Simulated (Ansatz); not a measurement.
# Moving the knobs of a GW run on BN (P6_3/mmc)

Aim: change settings of a G0W0 run on BN (P6_3/mmc) and see what moves.

Main program and level: Ansatz 0.2.0; G0W0 on PBE, plane waves, PAW; PAW set soft_1.

Most raw output is cut from this account.

## (1) Set-up

The structure is hexagonal, space group P6_3/mmc (No. 194). The conventional cell has a = 2.504 Å, b = 2.504 Å, c = 6.661 Å, α = 90.00°, β = 90.00°, γ = 120.00°. Nearest to B lie 3 N at 1.45 Å. Nearest to N lie 3 B at 1.45 Å. Farther neighbours and most contacts between anions are not listed.

The cell and positions come from the Crystallography Open Database and are kept as given unless a step says otherwise.

## (2) The base run: 9×9×2 mesh, 82 empty bands, screening to 100 eV, PAW set soft_1 files

G0W0 replaces the xc potential by the self-energy, built once from these orbitals. Only a window of levels is corrected, while the sums run over the empty bands that the input names. This step takes PAW set soft_1 files.

File input.yaml:

```yaml
crystal:
  lattice:
    - [2.50399, 0.0, 0.0]
    - [-1.251995, 2.1685189508, 0.0]
    - [0.0, 0.0, 6.6612]
  atoms:
    - { symbol: B, position: [0.3333333333, 0.6666666667, 0.25] }
    - { symbol: B, position: [0.6666666667, 0.3333333333, 0.75] }
    - { symbol: "N", position: [0.3333333333, 0.6666666667, 0.75] }
    - { symbol: "N", position: [0.6666666667, 0.3333333333, 0.25] }
kpoints:
  mp_grid: { grid: [9, 9, 2] }
hamiltonian:
  xc: pbe
  pseudopotentials: { kind: paw, azcp: { folder: soft_1 } }
scf:
  occupations: { method: fixed }
gw:
  n_empty_bands: 82
  ecut_chi: 100
  qp_bands: [v2, c2]
  qp_kpoints: band_edges
  screening: { model: contour_deformation }
```

Launch:

```console
$ ansatz run input.yaml --threads 3 --pin off --max-ram 92160MiB --backend cuda --events-out ev --progress --plain --runs-dir out --devices 1 --max-vram 13GiB
```

Elapsed: 26 s, on 1 × NVIDIA H100 80GB HBM3 (shared by 6 runs) with 3 threads of AMD EPYC 7R13 (Zen 3), shared host; peak memory 1.1 GiB; 33 s of CPU time.

This step gave:

- bands summed: 90
- RPA ε∞ on this mesh (eigenvalues): 2.523, 4.576, 4.576
- plane waves in the screening matrix: 83
- q-points in the mesh: 162
- G0W0 gap on the mesh: 5.853 eV
- k of the valence top: 0.3333, 0.3333, -0.5
- k of the conduction bottom: 0.1111, 0.4444, 0
- starting gap on the mesh: 4.400 eV
- Z at the valence top: 0.7865
- Z at the conduction bottom: 0.8186
- least direct G0W0 gap on the computed points: 6.198 eV

The gap on the mesh goes from 4.40 eV to 5.85 eV, a correction of +1.45 eV. Between the two edge states, bare exchange in place of the xc potential would open the gap by 8.50 eV, and correlation takes back 7.04 eV.

## (3) Variant: guard bands

Edit input.yaml of step 2 so:

```diff
@@ -18,4 +18,4 @@
 gw:
-  n_empty_bands: 82
-  ecut_chi: 100
+  n_empty_bands: 58
+  ecut_chi: 80
   qp_bands: [v2, c2]
@@ -23 +23,2 @@
   screening: { model: contour_deformation }
+  n_guard_bands: 2
```

Elapsed: 19 s, on 1 × NVIDIA H100 80GB HBM3 (shared by 6 runs) with 3 threads; peak memory 0.99 GiB.

The G0W0 gap on the mesh is 5.815 eV.

Against the base:

```tsv
setting	base	variant
empty bands	82	58
screening cutoff (eV)	100	80
n guard bands	-	2
```

```tsv
quantity	variant	base
starting gap on the mesh	4.400	4.400
G0W0 gap on the mesh	5.815	5.853
least direct G0W0 gap on the computed points	6.164	6.198
Z at the valence top	0.789	0.786
Z at the conduction bottom	0.820	0.819
```

## (4) Variant: wider window of levels

Edit input.yaml of step 3 so:

```diff
@@ -18,7 +18,6 @@
 gw:
-  n_empty_bands: 58
-  ecut_chi: 80
-  qp_bands: [v2, c2]
-  qp_kpoints: band_edges
+  n_empty_bands: 82
+  ecut_chi: 100
+  qp_bands: [v8, c6]
+  qp_kpoints: [[0, 0, 0]]
   screening: { model: contour_deformation }
-  n_guard_bands: 2
```

It took 19 s on 1 × NVIDIA H100 80GB HBM3 (shared by 6 runs) with 3 threads; peak memory 1 GiB.

Absolute levels on the run's own zero. QP, by row:

```tsv
k index	band	KS (eV)	Sigma_x (eV)	Sigma_c (eV)	Vxc (eV)	Z	QP linearised (eV)	QP (eV)	source	doubts
0	1	-13.09	-28.29	9.127	-17.62	0.7049	-14.66	-14.63	root	
0	2	-12.8	-28.61	9.08	-18.02	0.7038	-14.34	-14.32	root	
0	3	-1.493	-18.65	4.748	-12.77	0.7065	-2.687	-2.621	root	
0	4	0.5986	-20.12	4.084	-15	0.7364	-0.4551	-0.4337	root	
0	5	3.377	-23.61	3.604	-19.17	0.7959	2.537	2.544	root	
0	6	3.377	-23.61	3.604	-19.17	0.7959	2.537	2.544	root	
0	7	3.413	-23.64	3.595	-19.22	0.7961	2.582	2.589	root	
0	8	3.413	-23.64	3.595	-19.22	0.7961	2.582	2.589	root	
0	9	9.949	-4.933	-3.901	-9.146	0.8393	10.26	10.26	root	
0	10	14.99	-7.815	-5.37	-14.36	0.7594	16.2	16.16	root	
0	11	16.28	-8.102	-5.171	-15.05	0.8114	18.1	18.06	root	
0	12	16.28	-8.102	-5.171	-15.05	0.8114	18.1	18.06	root	
0	13	16.4	-8.185	-5.213	-15.2	0.81	18.24	18.2	root	
0	14	16.4	-8.185	-5.213	-15.2	0.81	18.24	18.2	root
```

Against the base:

```tsv
setting	base	variant
levels asked	v2 to c2	v8 to c6
points asked	band edges	[[0, 0, 0]]
```

## (5) Summary of results

```yaml
base: 5.85 eV, 26 s
guard_bands: 5.82 eV, 19 s
wider_window_of_levels: direct gap at the listed points 7.67 eV, 19 s
```

**Reading.** Guard bands: the gap moves by −0.04 eV. The variant differs from the base in empty bands, screening cutoff and n guard bands together, so the change can't be laid to one of them. Wider window of levels: only the listed points were computed; the least direct gap there is 7.67 eV, with levels asked and points asked changed against the base. All runs here use a coarse mesh and modest cutoffs; they test settings and are not final values. The 9×9×2 mesh is coarse for this cell (its supercell is 13 Å along the shortest edge). The RPA ε∞ on it, from the PBE start, is 2.52 and 4.58; such meshes misread the long-range screening, most where the gap is narrow.

[Paths, hosts, dates, memory and timing lines, banners, echoed tables and standing remarks are left out of the program output.]

[Logs are printed without paths, hosts, clocks, repeated set-up lines and the standing remarks that a program may print on its own settings, such as how far it seeks lower states.]

[Runs of the session that timed out or met a known fault of the program may be left out.]

[Cells called generated may have been cut or substituted from an entry of the Crystallography Open Database or the Materials Project.]

[Hosts, paths, dates, database ids (printed as entryN), source tags and the programs' standing remarks are cut or masked in the printed files.]
